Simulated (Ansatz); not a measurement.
Crystal: MoP.

```
CELL_PARAMETERS angstrom
3.22300 0.00000 0.00000
-1.61150 2.79120 0.00000
0.00000 0.00000 3.19100
ATOMIC_POSITIONS crystal
Mo 0.00000 0.00000 0.00000
P 0.33333 0.66667 0.50000
```

Base run:

- Program: Ansatz 0.2.0
- Functional: BLYP
- Potentials or basis: Ansatz PAW
- Cutoff: 420 eV (not typed: the program's choice for these potentials)
- k mesh: 10 × 10 × 8
- Occupations: fermi-dirac, width 0.05 eV
- Spin: no spin polarisation

Its results: band gap on the k mesh none (metal or under the smearing width); pressure 13.4 GPa.

Q: After a change of settings the same cell gave: band gap on the k mesh none (metal or under the smearing width); pressure 0.7 GPa. Which change was it?
A. functional from BLYP to PBEsol; hubbard terms from none to Mo d U = 4 eV; hubbard projectors from none to ortho-atomic (the default)
B. functional from BLYP to LDA
C. functional from BLYP to r2SCAN; cutoff from 420 eV (not typed: the program's choice for these potentials) to 500 eV (not typed: the program's choice for these potentials)
D. functional from BLYP to revPBE

A: C.

Caveats: the PAW data sets come from PBE, with cores solved anew for the run's functional, which leaves a small shift of forces and pressure.

Runs at the PBE level aren't shown here.
